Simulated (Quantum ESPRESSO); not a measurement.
# Rh under changes of volume

One of the cells (13.671 Å³/atom); the others are scaled copies at fixed shape and fractional positions:

```
Rh
1.0
     0.00000    1.89785    1.89785
     1.89785    0.00000    1.89785
     1.89785    1.89785    0.00000
Rh
1
Direct
  0.00000 0.00000 0.00000
```

| Item | Value |
| --- | --- |
| Program | Quantum ESPRESSO 7.5 |
| Functional | r2SCAN |
| Potentials or basis | SG15 PBE 1.2 |
| Cutoff | 952 eV |
| Density cutoff | 3810 eV |
| k mesh | 9 × 9 × 9 |
| Occupations | fermi-dirac, width 0.05 eV |
| Spin | no spin polarisation |

```csv
volume (Å³/atom),energy over the lowest point (meV/atom),pressure (GPa)
12.851,44.94,19.6
13.125,18.03,11.9
13.398,3.52,5.0
13.671,0.00,-1.0
13.945,?,?
14.218,20.97,-11.0
14.492,43.33,-15.2
```

Q: What does the run at 13.945 Å³/atom give?

A: Energy over the lowest point 6.21 meV/atom; pressure -6.3 GPa.

Worked out: A Birch-Murnaghan fit of order 3 (a polynomial in V^(-2/3)) to the other rows has its minimum at 13.63 Å³/atom with B0 = V·E''(V) = 289 GPa and B' = 5.1. It gives 6.21 meV/atom at 13.945 Å³/atom, against the run's 6.21, and -dE/dV = -6.2 GPa, against -6.3.

Energies are extrapolated to zero smearing.

Caveats: the potentials were made for another functional, which shifts forces and pressure.
